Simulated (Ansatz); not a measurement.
## LiF: a film clamped to a substrate

Level of theory: Ansatz 0.2.0, DFT PBE, scalar-relativistic, plane waves, PAW. The runs took a 420 eV cutoff, a Γ-centred 10×10×10 mesh and Gaussian smearing (0.05 eV). No spin polarisation. Energies are free energies at this smearing, counted from the undisturbed cell; pressure is positive in compression.

Zero of the scan (as given, not relaxed at this level; it stands at 0.0 GPa; this CsCl-type form isn't the usual structure):

```
Li F
1.0
     2.55953    0.00000    0.00000
     0.00000    2.55953    0.00000
     0.00000    0.00000    2.55953
Li F
1 1
Direct
  0.00000 0.00000 0.00000
  0.50000 0.50000 0.50000
```

The cell (2 atoms, V0 = 16.77 Å³) is strained by p along both x and y and by q along z, fractional coordinates fixed. τp = (1/V0) ∂E/∂p = (σxx + σyy)(1 + p)(1 + q) and τq = (1/V0) ∂E/∂q = σzz(1 + p)², with tension positive.

```
     p q  ΔE (meV/atom)  τp (GPa)  τq (GPa)
 0.000   0.000           0.00     -0.09     -0.05
-0.040   0.000          21.52    -21.48      1.86
 0.040   0.000          17.27     15.80     -2.26
 0.000  -0.040          11.72      1.85    -11.56
 0.000   0.040           9.86     -2.30      9.13
```

Q: Get the second derivatives of the energy density.

A: Central differences give A = ∂τp/∂p = 466 GPa (C11 + C22 + 2 C12), C = ∂τq/∂q = 259 GPa (C33) and the cross term B = ∂τq/∂p = -52 GPa (C13 + C23); ∂τp/∂q = -52 GPa must equal B, and any difference shows higher-order terms. Steps this large leave an error of some per cent of A or C in all of these, which can swamp a small B. The ions are clamped. In a cubic crystal C11 = C = 259, C12 = B/2 = -25.8 GPa and A should be 2(C11 + C12) = 466 GPa; the bulk modulus is (C11 + 2 C12)/3 = 69 GPa.

Q: A film of this crystal grows with z along the normal on a substrate that imposes p. How does its thickness respond, and what does the misfit cost?

A: Count p and q from the stress-free cell. A free surface needs τq = 0, so q = −(B/C) p = 0.20 p. The energy density left is (A − B²/C) p²/2 = M p², with the biaxial modulus M = 228 GPa; a misfit of 1 % costs 1.19 meV/atom, against 1.22 meV/atom if the thickness were held.

At p = -0.080 the energies along q are 134.8 (q = -0.080), 100.6 (q = -0.040), 95.2 (q = 0.000), 113.0 (q = 0.040), 149.4 (q = 0.080) meV/atom.

Q: Does the linear rule hold at this misfit?

A: A parabola through the lowest point and its neighbours has its minimum at q = -0.011, 94.4 meV/atom. With the stress left in the starting cell, τp0 and τq0, linear elasticity gives q = −(τq0 + Bp)/C = -0.016 and E = V0(τp0 p + τq0 q + Ap²/2 + Bpq + Cq²/2)/N = 76.7 meV/atom. The energies differ by more than a tenth, so the quadratic law fails here: the gap holds the anharmonic part, with some error from the wide steps. Cubic terms also shift the vertex of so wide a parabola.